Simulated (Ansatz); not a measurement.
# Al (bcc type): a single-point run

The task is a single-point run on Al (bcc type).

Computed with Ansatz 0.2.0 (DFT, LDA, all-electron LAPW, scalar-relativistic, unless a step's input says otherwise).

## 1. Starting point

It takes space group Im-3m (No. 229, cubic). The conventional cell has a = 2.689 Å, b = 2.689 Å, c = 2.689 Å, α = 90.00°, β = 90.00°, γ = 90.00°. Around Al (site symmetry m-3m) lie 8 Al at 2.33 Å.

Structure file:

```cif
data_structure
_symmetry_space_group_name_H-M 'Im-3m'
_symmetry_Int_Tables_number 229
_cell_length_a 2.6895
_cell_length_b 2.6895
_cell_length_c 2.6895
_cell_angle_alpha 90.000
_cell_angle_beta 90.000
_cell_angle_gamma 90.000
_cell_volume 19.45
loop_
_atom_site_label
_atom_site_type_symbol
_atom_site_symmetry_multiplicity
_atom_site_Wyckoff_symbol
_atom_site_fract_x
_atom_site_fract_y
_atom_site_fract_z
_atom_site_occupancy
Al1 Al 2 a 0.00000 0.00000 0.00000 1
```

## 2. The run

input.yaml reads:

```yaml
crystal:
  lattice:
    - [-1.3447452316, 1.3447452316, 1.3447452316]
    - [1.3447452316, -1.3447452316, 1.3447452316]
    - [1.3447452316, 1.3447452316, -1.3447452316]
  atoms:
    - { symbol: Al, position: [0.0, 0.0, 0.0] }
kpoints:
  mp_grid: { grid: [19, 19, 19] }
scf:
  occupations: { method: fermi_dirac, width: 0.08 }
  mixing: { algorithm: anderson, beta: 0.005, ndim: 1 }
  max_iter: 100
hamiltonian:
  xc: lda
  pseudopotentials: { kind: all_electron, lapw: { basis_error: 0.001 } }
output:
  forces: true
  stress: true
  eigenvalues: true
  populations: true
```

Command:

```sh
> ansatz run input.yaml --threads 1 --pin off --max-ram 2048MiB --backend cpu --events-out ev --progress --plain --runs-dir out
```

**Question.** How will this run end, and is anything wrong with its input?

The run converged and reported no error. It gives a pressure of 111 GPa, which is large; a structure far from rest gives such values too, whatever the setting.

In the input, scf.mixing.algorithm is anderson; scf.mixing.beta is 0.005; scf.mixing.ndim is 1. The risk: mixing too weak. The residual crept for many cycles and then fell at once, which so weak a step can't do by itself: the program changed its mixing. Several mixing settings were changed at once, so this run can't tell how much each is to blame.

To check: delete scf.mixing.algorithm, scf.mixing.beta and scf.mixing.ndim (the default then holds).
